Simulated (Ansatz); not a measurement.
# Debugging a many-body input for RbBr (Fm-3m)

Aim: the G0W0 gap of RbBr (Fm-3m). The first input has a fault.

Main program and level: Ansatz 0.2.0; G0W0 on PBE, plane waves, PAW; PAW set soft_1.

The database entry behind the starting cell differs from later determinations by our own check (about 0.5 % short), so it need not match the best structure at ambient conditions.

## (1) Starting point

It takes space group Fm-3m (No. 225, cubic). Conventional cell: a = 6.854 Å, b = 6.854 Å, c = 6.854 Å, α = 90.00°, β = 90.00°, γ = 90.00°. Nearest to Rb lie 6 Br at 3.43 Å. Br has 6 Rb at 3.43 Å nearest. Farther neighbours and most contacts between anions are not listed.

The cell and positions come from the Crystallography Open Database and are kept as given unless a step says otherwise.

## (2) First try

input.yaml

```yaml
crystal:
  lattice:
    - [0.0, 3.427, 3.427]
    - [3.427, 0.0, 3.427]
    - [3.427, 3.427, 0.0]
  atoms:
    - { symbol: Rb, position: [0.0, 0.0, 0.0] }
    - { symbol: Br, position: [0.5, 0.5, 0.5] }
kpoints:
  mp_grid: { grid: [2, 2, 2] }
hamiltonian:
  xc: pbe
  pseudopotentials: { kind: paw, azcp: { folder: soft_1 } }
scf:
  occupations: { method: fixed }
gw:
  n_empty_bands: 130
  ecut_chi: 80
  qp_bands: [v2, c2]
  qp_kpoints: band_edges
  screening: { model: contour_deformation }
```

Run with:

```bash
$ ansatz run input.yaml --threads 24 --pin off --max-ram 82944MiB --backend cuda --events-out ev --progress --plain --runs-dir out --devices 1 --max-vram 78GiB
```

Numbers of over 12 decimals in the logs are rounded to 6 here.

Log:

```text
GPUs: using 1 of 1 available (devices: 1).
Engine: ansatz 0.2.0, aarch64-unknown-linux-gnu
Pseudopotentials: kind: paw
Pseudopotential: Rb, paw, valence charge 9, recommended cutoff 420 eV (normal), soft_1/Rb.paw.azcp
Pseudopotential: Br, paw, valence charge 7, recommended cutoff 420 eV (normal), soft_1/Br.paw.azcp
Functional definition: PBE
  parameter kappa = 0.804
  parameter beta = 0.066725
  exchange = pbe_x(kappa = kappa, mu = beta*pi^2/3)
  correlation = pbe_c(beta = beta)
device memory: the entry about to start is reckoned to put 1.0 GiB on a device that reports 181.8 GiB free (of which the cap on the GPU budget leaves the run 78.0 GiB)
GPU FFT provider: cuFFT
GPU libraries: cuBLAS 13.8.1, cuFFT 12.4.0, cuSOLVER 12.3.2
GPU matrix products: emulated (plane waves: as basis.precision tells), large ones in fixed point in workspaces of 1.00 GiB
Crystal: 2 atoms, lattice volume = 80.496 Å³
Basis set: ecut = 420 eV, 1591 PW (Γ)
Bands: 12, of which v1, the nominal top of the filled ones, is band 8 counted from 1 (7 counted from 0)
Symmetry: 48 space group operations
Space group: Fm-3m (ITA 225), of the structure as read, at distance tolerance 4.3e-5 Å
k-points: 3 of 8
Non-local potential: Rb, projectors of the file, l = 0: 3, l = 1: 2, l = 2: 2
Non-local potential: Br, projectors of the file, l = 0: 2, l = 1: 2, l = 2: 2
PAW form: soft (Blöchl's): semilocal exchange-correlation on the pseudo side does not see the compensation charge
PAW one-centre angular grid: Rb, 110 points (default); XC on 64 Gauss nodes
PAW one-centre angular grid: Br, 110 points (default); XC on 64 Gauss nodes
Initial density: superposition of atomic densities (chi_scale 0.1, normalization cell, long waves kept (reshape's long-wave potential 0.00 eV rms))
Initial wavefunctions: pseudopotential atomic-orbital guess
GPU buffer pool allocated for 46656 grid points (all kernels)
GPU transforms: local potential and band sums: pruned to the plane-wave sphere, on 36×36×36
Functional: x = pbe(κ = 0.804, μ = 0.219515), c = pbe(β = 0.066725)
SCF iter   1: F=—  HF=-6054.497210 eV  |F-HF|=—  |Δ(HF+E_count)|=         —  Δρ=2.78e-2  dr2=1.19e0  ethr=3.10e-3  ⟨swp⟩=5.0  Hψ=195  notcnv=0  defer=4
preconditioner: auto → none  [insulator: Δε(μ)=3.323 eV  Ē_g=13.364 eV  n_scr=14 (ndim 8)  ℏωp=15.5 eV  f_vac=0.000  ε∞_Penn≈2.3]
SCF iter   2: F=—  HF=-6054.008726 eV  |F-HF|=—  |Δ(HF+E_count)|=   4.88e-1  Δρ=6.85e-3  dr2=5.99e-2  ethr=3.10e-3  ⟨swp⟩=3.0  Hψ=101  notcnv=0  defer=4
SCF iter   3: F=—  HF=-6054.009922 eV  |F-HF|=—  |Δ(HF+E_count)|=   1.20e-3  Δρ=3.31e-3  dr2=9.05e-3  ethr=3.74e-4  ⟨swp⟩=2.7  Hψ=61  notcnv=0  defer=4
SCF iter   4: F=—  HF=-6054.016319 eV  |F-HF|=—  |Δ(HF+E_count)|=   6.40e-3  Δρ=7.00e-4  dr2=5.50e-4  ethr=5.65e-5  ⟨swp⟩=3.0  Hψ=61  notcnv=0  defer=4
SCF iter   5: F=—  HF=-6054.016818 eV  |F-HF|=—  |Δ(HF+E_count)|=   4.99e-4  Δρ=9.06e-5  dr2=4.85e-6  ethr=3.44e-6  ⟨swp⟩=3.0  Hψ=64  notcnv=0  defer=4
SCF iter   6: F=-6054.016831 eV  HF=-6054.016831 eV  |F-HF|=5.15e-8  |Δ(HF+E_count)|=   1.22e-5  Δρ=9.14e-6  dr2=9.11e-8  ethr=6.25e-10  ⟨swp⟩=4.7  Hψ=214  notcnv=0
SCF 1 converged in 6 iterations: F = -6054.016831 eV  dr2 = 9.11e-8
[...]
device memory: the entry about to start is reckoned to put 1.4 GiB on a device that reports 182.5 GiB free (of which the cap on the GPU budget leaves the run 78.0 GiB)
NSCF: frozen V_eff on 3 k-points
[...]
device memory: the entry about to start is reckoned to put 3.7 GiB on a device that reports 182.5 GiB free (of which the cap on the GPU budget leaves the run 78.0 GiB)
NSCF: frozen V_eff on 3 k-points
G₀W₀ screening: q 1/3
[... further progress lines ...]
device memory: the entry about to start is reckoned to put 0.3 GiB on a device that reports 181.6 GiB free (of which the cap on the GPU budget leaves the run 78.0 GiB)
NSCF: frozen V_eff on 1 k-points
device memory: the entry about to start is reckoned to put 0.3 GiB on a device that reports 180.6 GiB free (of which the cap on the GPU budget leaves the run 78.0 GiB)
NSCF: frozen V_eff on 1 k-points
SCF converged after 6 iterations
Free energy (F): -6054.016831 eV
Harris-Foulkes:  -6054.016831 eV  (|F-HF|=5.15e-8)
Internal energy: -6054.016831 eV  (E = F + TS)
E sigma→0 (E₀):  -6054.016831 eV
Fermi energy:    1.304750 eV
--- Per-component energies (eV) ---
  E_band       = -106.344281
  E_kinetic    = 314.432417
  E_local      = -782.818323  (includes V_loc(G=0)·N_el)
  E_nonlocal   = 238.827705
  E_hartree    = 204.250407
  E_xc         = -322.468952
  E_vxc        = -239.972385  (∫ρ·V_xc dr)
  E_paw        = -4935.900618  (= ΣΔE_a)
  E_vpaw       = -45.315690  (= ΣTr[D̂ρ^β])
  E_aug_tail   = -0.000018  (compensation charges beyond the density's cutoff)
  E_ewald      = -770.339449
  E_smearing   = -0.000000  (= −TS)
  E_closure    = -0.000000  (closes the sum)
  Σ components = -6054.016831   (vs F -6054.016831, Δ=0.00e0)
--- Band table (eV) ---
  k-point 0: bands = [... 4 lower, -7.2616, 1.3048, 1.3048, 1.3048, 5.6380, 8.5399, 8.5399, 8.5399]
  k-point 1: bands = [... 4 lower, -7.2099, 0.3089, 0.9476, 0.9476, 8.0909, 8.9991, 10.7405, 10.7405]
  k-point 2: bands = [... 4 lower, -7.3330, 0.8266, 1.1442, 1.1442, 6.8790, 8.3942, 10.4564, 10.4923]
--- G₀W₀: contour deformation, 5 samples at zero and on the imaginary axis and 1 off it, 8 q-points, 130 empty bands' worth ---
  eigenvalues of the whole cell's RPA ε∞ on this k-mesh (on a slab, of 1 + 4πα/V) = 2.6569, 2.6569, 2.6569; static W/v taken at q = 0 is 0.376384
  gw.qp_kpoints: band_edges: 3 of 3 stored k-points solved, in 1 pass; an edge of the gap read off the rows below is read off those points alone
    ik  band        ε_KS         Σx   Σc(E_QP)       V_xc       Z   E_QP_lin       E_QP  E_QP is
     0     7      1.3048   -19.5715     2.4830   -15.4376  0.7958    -0.3913    -0.3462  root
     0     8      1.3048   -19.5715     2.4830   -15.4376  0.7958    -0.3913    -0.3462  root
     0     9      5.6380    -3.9427    -3.1811    -7.6631  0.8433     6.1809     6.1774  root
     0    10      8.5399    -3.7074    -3.3234    -7.9331  0.8383     9.4531     9.4422  root
     1     7      0.9476   -18.8669     2.4814   -14.6904  0.7949    -0.7967    -0.7476  root
     1     8      0.9476   -18.8669     2.4814   -14.6904  0.7949    -0.7967    -0.7476  root
     1     9      8.0909    -3.6698    -3.1519    -7.3492  0.8393     8.6220     8.6185  root
     1    10      8.9991    -5.4385    -3.3489    -9.5930  0.8225     9.8164     9.8047  root
     2     7      1.1442   -19.3790     2.4714   -15.2321  0.7962    -0.5783    -0.5314  root
     2     8      1.1442   -19.3790     2.4714   -15.2321  0.7962    -0.5783    -0.5314  root
     2     9      6.8790    -2.9917    -3.0898    -6.6768  0.8433     7.4786     7.4743  root
     2    10      8.3942    -4.3210    -3.4568    -8.6210  0.8375     9.2467     9.2373  root
```

It took 1.7 s on 1 × NVIDIA GB200 (shared by 2 runs) with 24 threads of Arm Neoverse V2, shared host; peak memory 1.2 GiB.

**What went wrong?**

The run ended normally, though the input holds a fault or crude settings.

The fault: G0W0 on a mesh far too coarse. So few points can't sample the density or the screening, and the band edges may lie elsewhere in the zone.

It printed a gap of 6.52 eV, which is an artefact of the settings.

## (3) A better input

G0W0 replaces the xc potential by the self-energy, built once from these orbitals. Only a window of levels is corrected, while the sums run over the empty bands that the input names. This step takes PAW set soft_1 files.

Edit input.yaml of step 2 so:

```diff
@@ -9,3 +9,3 @@
 kpoints:
-  mp_grid: { grid: [2, 2, 2] }
+  mp_grid: { grid: [4, 4, 4] }
 hamiltonian:
@@ -16,4 +16,4 @@
 gw:
-  n_empty_bands: 130
-  ecut_chi: 80
+  n_empty_bands: 240
+  ecut_chi: 120
   qp_bands: [v2, c2]
```

Log:

```text
GPUs: using 1 of 1 available (devices: 1).
[...]
GPU FFT provider: cuFFT
GPU libraries: cuBLAS 13.8.1, cuFFT 12.4.0, cuSOLVER 12.3.2
[...]
Crystal: 2 atoms, lattice volume = 80.496 Å³
Basis set: ecut = 420 eV, 1591 PW (Γ)
Bands: 12, of which v1, the nominal top of the filled ones, is band 8 counted from 1 (7 counted from 0)
[... 1 set-up line as in the run before ...]
[...]
k-points: 8 of 64
[...]
GPU buffer pool allocated for 46656 grid points (all kernels)
[...]
SCF iter   1: F=—  HF=-6054.613130 eV  |F-HF|=—  |Δ(HF+E_count)|=         —  Δρ=2.89e-2  dr2=1.31e0  ethr=3.10e-3  ⟨swp⟩=6.0  Hψ=540  notcnv=0  defer=14
[...]
SCF iter   7: F=-6054.084361 eV  HF=-6054.084361 eV  |F-HF|=7.59e-10  |Δ(HF+E_count)|=   3.86e-8  Δρ=1.20e-6  dr2=1.55e-9  ethr=6.25e-10  ⟨swp⟩=6.1  Hψ=422  notcnv=0
SCF 1 converged in 7 iterations: F = -6054.084361 eV  dr2 = 1.55e-9
[...]
0     7      1.2462   -19.3628     2.0487   -15.4499  0.8027    -0.6667    -0.6181  root
     0     8      1.2462   -19.3628     2.0487   -15.4499  0.8027    -0.6667    -0.6181  root
     0     9      5.6105    -4.1747    -2.9466    -7.6814  0.8624     6.1730     6.1705  root
     0    10      8.5285    -3.7837    -3.1945    -7.9404  0.8541     9.4998     9.4907  root
     1     7      1.0616   -19.0059     2.0761   -15.0457  0.8016    -0.8742    -0.8225  root
     1     8      1.0616   -19.0059     2.0761   -15.0457  0.8016    -0.8742    -0.8225  root
     1     9      6.8792    -4.9529    -3.0184    -8.6032  0.8548     7.5147     7.5112  root
     1    10      8.3956    -3.8680    -3.1407    -7.8106  0.8512     9.2040     9.1974  root
[...]
7     7      0.8994   -18.8953     2.1056   -14.8662  0.8026    -1.0792    -1.0242  root
     7     8      0.8994   -18.8953     2.1056   -14.8662  0.8026    -1.0792    -1.0242  root
     7     9      8.3289    -3.9026    -3.1149    -7.7698  0.8504     9.0871     9.0812  root
     7    10      8.3289    -3.9026    -3.1149    -7.7698  0.8504     9.0871     9.0812  root
[key lines of the parts left out:]
SCF converged after 7 iterations
Free energy (F): -6054.084361 eV
Fermi energy:    1.246185 eV
```

The job ended after 2.6 s (1 × NVIDIA GB200 (shared by 2 runs) with 24 threads; peak memory 1.2 GiB).

This step gave:

| Property | Result |
| --- | --- |
| bands summed | 248 |
| RPA ε∞ on this mesh (eigenvalues) | 2.359, 2.359, 2.359 |
| plane waves in the screening matrix | 259 |
| q-points in the mesh | 64 |
| G0W0 gap on the mesh | 6.789 eV |
| k of the valence top | 0, 0, 0 |
| k of the conduction bottom | 0, 0, 0 |
| starting gap on the mesh | 4.364 eV |
| Z at the valence top | 0.8027 |
| Z at the conduction bottom | 0.8624 |
| least direct G0W0 gap on the computed points | 6.789 eV |

The gap on the mesh goes from 4.36 eV to 6.79 eV, a correction of +2.42 eV. Between the two edge states, bare exchange in place of the xc potential would open the gap by 7.42 eV, and correlation takes back 5.00 eV.

## (4) Summary of results

| Property | Result |
| --- | --- |
| first try | converged after 1.7 s |
| better run | G0W0 gap on the mesh 6.79 eV (4×4×4 mesh, 240 empty bands, screening to 120 eV, PAW set soft_1 files) |

In words: The second run differs in: mesh, empty bands and screening cutoff (eV). Bands and cutoff are finite, so the gap is not at the basis limit. The miss can reach some tenths of an eV and take either sign; the mesh is an error of its own. The many-body steps are scalar-relativistic: spin-orbit coupling is not in them.

[Paths, hosts, dates, memory and timing lines, banners, echoed tables and standing remarks are left out of the program output.]

[Logs are printed without paths, hosts, clocks, repeated set-up lines and the standing remarks that a program may print on its own settings, such as how far it seeks lower states.]

[Runs of the session that timed out or met a known fault of the program may be left out.]

[Cells called generated may have been cut or substituted from an entry of the Crystallography Open Database or the Materials Project.]

[Hosts, paths, dates, database ids (printed as entryN), source tags and the programs' standing remarks are cut or masked in the printed files.]
